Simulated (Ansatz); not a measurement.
Crystal: SnO2.

```xyz
3
Lattice="0.0000 2.5741 2.5741 2.5741 0.0000 2.5741 2.5741 2.5741 0.0000" Properties=species:S:1:pos:R:3 pbc="T T T"
Sn    0.0000    0.0000    0.0000
O     3.8612    3.8612    3.8612
O     1.2871    1.2871    1.2871
```

Measurements of this composition are mostly on another form, of space group No. 136.

| Quantity | Value |
| --- | --- |
| Program | Ansatz 0.2.0 |
| Task | relaxation of cell and atoms |
| Functional | BLYP |
| Potentials or basis | Ansatz PAW |
| Cutoff | 420 eV (not typed: the program's choice for these potentials) |
| k mesh | 9 × 9 × 9 |
| Occupations | fermi-dirac, width 0.05 eV |
| Spin | no spin polarisation |

At the start: volume 11.37 Å³/atom.

Question: Where does the relaxation end?

Answer: It ends after 6 steps and the volume is 11.75 Å³/atom (+3.3 %); space group Fm-3m (No. 225, to 0.05 Å).

Step by step:
```
step  energy change (eV)  largest force (eV/Å)  volume (Å³)
   1              0.0000                0.0000        34.11
   2             -0.0111                0.0000        35.19
   3             -0.0112                0.0000        35.18
   4             -0.0201                0.0000        35.18
   5             -0.0197                0.0000        35.24
   6             -0.0203                0.0000        35.24
```

Final structure:
```cif
data_structure
_symmetry_space_group_name_H-M 'P 1'
_symmetry_Int_Tables_number 1
_cell_length_a 3.6800
_cell_length_b 3.6800
_cell_length_c 3.6800
_cell_angle_alpha 60.000
_cell_angle_beta 60.000
_cell_angle_gamma 60.000
_cell_volume 35.24
loop_
_atom_site_label
_atom_site_type_symbol
_atom_site_fract_x
_atom_site_fract_y
_atom_site_fract_z
_atom_site_occupancy
Sn1 Sn 0.00000 0.00000 0.00000 1
O1 O 0.75000 0.75000 0.75000 1
O2 O 0.25000 0.25000 0.25000 1
```

Caveat: the plane-wave basis is chosen anew once the cell has moved, so the energies of steps on either side of that aren't comparable; the pressure holds a Pulay correction of +1.1 GPa for the finite cutoff; the PAW data sets come from PBE, with cores solved anew for the run's functional, which leaves a small shift of forces and pressure.
